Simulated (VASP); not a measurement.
# Hf (P6_3/mmc) in VASP: notebook, part 2 of 2

VASP 6.6.1.

## (3) Relaxation of cell and atoms, LDA, target pressure 50 GPa, at which the enthalpy is minimised

This run uses another cell than the first one, of 15.96 Å³/atom, 0.713 times its volume.

The input, INCAR:

```
PREC     = Accurate       # precision mode
ENCUT    = 350            # plane-wave cutoff, eV
EDIFF    = 1E-7           # SCF threshold, eV
ISMEAR   = 0              # smearing method
SIGMA    = 0.1            # smearing width, eV
LREAL    = F              # projectors in reciprocal space
LASPH    = T              # aspherical terms in the spheres
NELM     = 80             # most SCF steps
ALGO     = Normal         # electronic algorithm
ISIF     = 3              # what is computed and relaxed
LWAVE    = F              # write WAVECAR
LCHARG   = F              # write CHGCAR
IBRION   = 2              # ionic algorithm
NSW      = 80             # ionic steps
EDIFFG   = -0.002         # ionic threshold
PSTRESS  = 500.0
```

The input, KPOINTS:

```
regular mesh
0
Gamma
  9 9 4
```

The input, POSCAR:

```
Hf                                      
1.0
    2.8229534782     -0.0000000000      0.0000000000
   -1.4114767391      2.4447494298     -0.0000000000
   -0.0000000000     -0.0000000000      4.6265855664
  Hf            
     2
Direct
     0.3333333300000021    0.6666666699999979    0.2500000000000000
     0.6666666699999979    0.3333333300000021    0.7500000000000000
```

Potentials or basis: VASP PAW LDA potentials, release 64 (Hf_pv).

The run is started by

```bash
$ cat potpaw_LDA.64/Hf_pv/POTCAR > POTCAR
$ mpirun -np 1 vasp_std > vasp.out
```

It took 8.4 s on 1 thread of Intel Xeon 6975P-C (Granite Rapids), shared host; peak memory 0.12 GiB.

It converged, with:

```yaml
Free_energy: -20.1217 eV
Relaxed_volume: 15.96 Å³/atom
Relaxed_cell: a = 2.823 Å, b = 2.823 Å, c = 4.626 Å, α = 90.00°, β = 90.00°, γ = 120.00°
Space_group_after_relaxing_to_0.05_Å: P6_3/mmc (No. 194)
Energy_change_on_relaxing_the_enthalpy_is_what_falls: +1.6 meV/atom
Ionic_steps: 3
Pressure_after_relaxing: 50.0 GPa
Band_gap_on_the_k_mesh: none (metal or under the smearing width)
```

Step by step:
```tsv
step	energy change (eV)	largest force (eV/Å)	pressure (GPa)	volume (Å³)
1	0.0000	0.0000	49.91	31.93
2	0.0134	0.0000	50.28	31.89
3	0.0032	0.0000	50.00	31.92
```

Final structure:
```xyz
2
Lattice="2.8226 0.0000 0.0000 -1.4113 2.4445 0.0000 0.0000 0.0000 4.6261" Properties=species:S:1:pos:R:3 pbc="T T T"
Hf    0.0000    1.6297    1.1565
Hf    1.4113    0.8148    3.4696
```

Levels at points of the mesh, in eV from the Fermi level:
| k point | band 7 | band 8 | band 9 | band 10 | band 11 | band 12 | band 13 | band 14 |
| --- | --- | --- | --- | --- | --- | --- | --- | --- |
| (0.00, 0.00, 0.00) | -8.30 | -4.97 | 0.96 | 1.11 | 1.11 | 2.23 | 2.23 | 2.28 |
| (0.00, 0.00, 0.50) | -5.78 | -5.78 | -0.16 | -0.16 | 1.04 | 1.04 | 1.04 | 1.04 |

Caveat: the cell is relaxed towards a set pressure, so the enthalpy falls and the energy may rise. Spin-orbit coupling is left out, which matters for the levels of Hf.

## (4) Relaxation of cell and atoms, LDA, target pressure 50 GPa, at which the enthalpy is minimised

This run uses another cell than the first one, of 15.96 Å³/atom, 0.713 times its volume.

INCAR is that of step 3.

KPOINTS is that of step 3.

The input, POSCAR:

```
Hf                                      
1.0
    2.8226485586      0.0000000000      0.0000000000
   -1.4113242793      2.4444853621      0.0000000000
    0.0000000000      0.0000000000      4.6261135355
  Hf            
     2
Direct
     0.3333333300000021    0.6666666699999979    0.2500000000000000
     0.6666666699999979    0.3333333300000021    0.7500000000000000
```

The run is started by

```bash
$ cat potpaw_LDA.64/Hf_pv/POTCAR > POTCAR
$ mpirun -np 1 vasp_std > vasp.out
```

Wall time 4.5 s (1 thread of Intel Xeon 6975P-C (Granite Rapids), shared host); peak memory 0.12 GiB.

The run converged. Its results:

- Free energy: -20.1217 eV
- Pressure after relaxing: 50.0 GPa
- Band gap on the k mesh: none (metal or under the smearing width)

Final structure:
```
CELL_PARAMETERS angstrom
2.82265 0.00000 0.00000
-1.41132 2.44449 0.00000
0.00000 0.00000 4.62611
ATOMIC_POSITIONS crystal
Hf 0.33333 0.66667 0.25000
Hf 0.66667 0.33333 0.75000
```

Levels at points of the mesh, in eV from the Fermi level:
| k point | band 7 | band 8 | band 9 | band 10 | band 11 | band 12 | band 13 | band 14 |
| --- | --- | --- | --- | --- | --- | --- | --- | --- |
| (0.00, 0.00, 0.00) | -8.30 | -4.97 | 0.96 | 1.11 | 1.11 | 2.23 | 2.23 | 2.28 |
| (0.00, 0.00, 0.50) | -5.78 | -5.78 | -0.16 | -0.16 | 1.04 | 1.04 | 1.04 | 1.04 |

Caveat: the relaxation stopped at its first step, so nothing moved; the cell is relaxed towards a set pressure, so the enthalpy falls and the energy may rise.

## (5) Relaxation of cell and atoms, LDA, target pressure 30 GPa, at which the enthalpy is minimised

This run uses another cell than the first one, of 15.96 Å³/atom, 0.713 times its volume.

Edit INCAR of step 4 so:

```diff
@@ -15,2 +15,2 @@
 EDIFFG   = -0.002         # ionic threshold
-PSTRESS  = 500.0
+PSTRESS  = 300.0
```

KPOINTS is that of step 4.

POSCAR is that of step 4.

Potentials or basis: VASP PAW LDA potentials, release 64 (Hf_pv).

The run is started by

```bash
$ cat potpaw_LDA.64/Hf_pv/POTCAR > POTCAR
$ mpirun -np 1 vasp_std > vasp.out
```

OUTCAR:

```text
PREC = Accurate
   ENCUT = 350
   EDIFF = 1E-7
   ISMEAR = 0
   LREAL = F
   LASPH = T
   NELM = 80
   ISIF = 3
   IBRION = 2
   NSW = 80
   EDIFFG = -0.002
   PSTRESS = 300.0

 ion  position               nearest neighbor table
   1  0.333  0.667  0.250-   2 2.83   2 2.83   2 2.83   2 2.83   2 2.83   2 2.83
   2  0.667  0.333  0.750-   1 2.83   1 2.83   1 2.83   1 2.83   1 2.83   1 2.83

  LATTYP: Found a hexagonal cell.
 ALAT       =     2.8226485586
 C/A-ratio  =     1.6389265045

  Lattice vectors:

 A1 = (   2.8226485586,   0.0000000000,   0.0000000000)
 A2 = (  -1.4113242793,   2.4444853621,   0.0000000000)
 A3 = (   0.0000000000,   0.0000000000,   4.6261135355)

Analysis of symmetry for initial positions (statically):
[... 384 lines left out ...]
 cond. band min:       6.8781148215   @ k =   0.3333   0.2222   0.5000
 fundamental gap:      0.0862863908
 Fermi energy:         6.7996004984

 k-point     1 :       0.0000    0.0000    0.0000
  band No.  band energies     occupation
      1     -24.3095      2.00000
      2     -22.6731      2.00000
      3     -22.6731      2.00000
      4     -22.4186      2.00000
      5     -22.4186      2.00000
      6     -22.4078      2.00000
      7      -1.3412      2.00000
      8       2.1299      2.00000
      9       7.8573      0.00000
     10       7.8573      0.00000
     11       8.0171      0.00000
     12       8.6388      0.00000
     13       8.9310      0.00000
     14       8.9310      0.00000
[... 377 lines left out ...]
      1     -23.7587      2.00000
      2     -23.7587      2.00000
      3     -23.7088      2.00000
      4     -23.2825      2.00000
      5     -22.8885      2.00000
      6     -22.8885      2.00000
      7       3.9909      2.00000
      8       4.6765      2.00000
      9       4.6765      2.00000
     10       5.3284      2.00000
     11       6.9927      0.00631
     12       6.9927      0.00631
     13       9.1743      0.00000
     14      11.6228      0.00000

 [... further k-points ...]
[... 5 lines left out ...]
  --------------------------------------------------------------------------------------
  -------------------------------------------------------------------------------------
  Total        6.5168398      6.5168399      6.5194619      0.0000000      0.0000000      0.0000000
  in kB      300.0049313    300.0049335    300.1256386      0.0000000      0.0000000      0.0000000
  external PRESSURE =       0.0451678 kB  Pullay stress =     300.0000000 kB
[... 21 lines left out ...]
  energy  without entropy=      -20.8219580850  energy(sigma->0) =      -20.82700705

  enthalpy is  TOTEN    =       -14.3153233379 eV   P V=        6.5167326871

 reached required accuracy - stopping structural energy minimisation
```

Wall time 28 s (1 thread of Intel Xeon 6975P-C (Granite Rapids), shared host); peak memory 0.12 GiB.

Results:

| Quantity | Value |
| --- | --- |
| Free energy | -20.8321 eV |
| Relaxed volume | 17.40 Å³/atom |
| Relaxed cell | a = 2.924 Å, b = 2.924 Å, c = 4.700 Å, α = 90.00°, β = 90.00°, γ = 120.00° |
| Space group after relaxing (to 0.05 Å) | P6_3/mmc (No. 194) |
| Energy change on relaxing (the enthalpy is what falls) | -355.2 meV/atom |
| Ionic steps | 14 |
| Pressure after relaxing | 30.0 GPa |
| Band gap on the k mesh | none (metal or under the smearing width) |

The path:
| step | energy change (eV) | largest force (eV/Å) | pressure (GPa) | volume (Å³) |
| --- | --- | --- | --- | --- |
| 1 | 0.0000 | 0.0000 | 49.99 | 31.92 |
| 2 | -1.2468 | 0.0000 | -1.62 | 42.03 |
| 3 | -0.7241 | 0.0000 | 29.00 | 34.91 |
| 4 | -0.6948 | 0.0000 | 29.96 | 34.75 |
| 5 | -0.6838 | 0.0000 | 30.31 | 34.69 |
| 6 | -0.7030 | 0.0000 | 30.19 | 34.76 |
| 7 | -0.7055 | 0.0000 | 30.16 | 34.78 |
| 8 | -0.7058 | 0.0000 | 30.16 | 34.78 |
| 9 | -0.7206 | 0.0000 | 29.66 | 34.86 |
| 10 | -0.7107 | 0.0000 | 29.99 | 34.81 |
| 11 | -0.7106 | 0.0000 | 29.99 | 34.80 |
| 12 | -0.7082 | 0.0000 | 30.08 | 34.79 |
| 13 | -0.7104 | 0.0000 | 30.01 | 34.80 |
| 14 | -0.7104 | 0.0000 | 30.00 | 34.80 |

Final structure:
```
Hf
1.0
     2.92415    0.00000    0.00000
    -1.46208    2.53239    0.00000
     0.00000    0.00000    4.69991
Hf
2
Direct
  0.33333 0.66667 0.25000
  0.66667 0.33333 0.75000
```

Levels at points of the mesh, in eV from the Fermi level:
```tsv
k point	band 7	band 8	band 9	band 10	band 11	band 12	band 13	band 14
(0.00, 0.00, 0.00)	-8.14	-4.67	1.06	1.06	1.22	1.84	2.13	2.13
(0.00, 0.00, 0.50)	-5.73	-5.73	-0.07	-0.07	0.96	0.96	0.96	0.96
```

Caveat: the cell is relaxed towards a set pressure, so the enthalpy falls and the energy may rise.
